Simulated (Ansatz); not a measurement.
Crystal: SiC.

```
Si C
1.0
     3.07569    0.00000    0.00000
    -1.53785    2.66363    0.00000
     0.00000    0.00000   10.07065
Si C
4 4
Direct
  0.00000 0.00000 0.18789
  0.00000 0.00000 0.68789
  0.33333 0.66667 0.43784
  0.66667 0.33333 0.93784
  0.00000 0.00000 0.00046
  0.00000 0.00000 0.50046
  0.33333 0.66667 0.24980
  0.66667 0.33333 0.74980
```

The cell is a database's computed one.

Program: Ansatz 0.2.0. Alike in all runs: potentials or basis Ansatz PAW; no spin polarisation; cell as given; k mesh 10 × 10 × 3. Hardware: 4 threads of Intel(R) Xeon(R) Processor @ 2.70GHz, with other jobs on the host.

**Question.** Order these runs on this cell by their wall time, lowest first.
A. task band structure; level PBE; cutoff (eV) 420; smearing fermi-dirac 0.05 eV; points for each segment of the path 10
B. task single point; level PBE; cutoff (eV) 420; smearing gaussian 0.015 eV
C. task band structure; level r2SCAN; cutoff (eV) 500; smearing fermi-dirac 0.05 eV; points for each segment of the path 10

**Answer.** B (1.8 s), A (5.1 s), C (13 s).
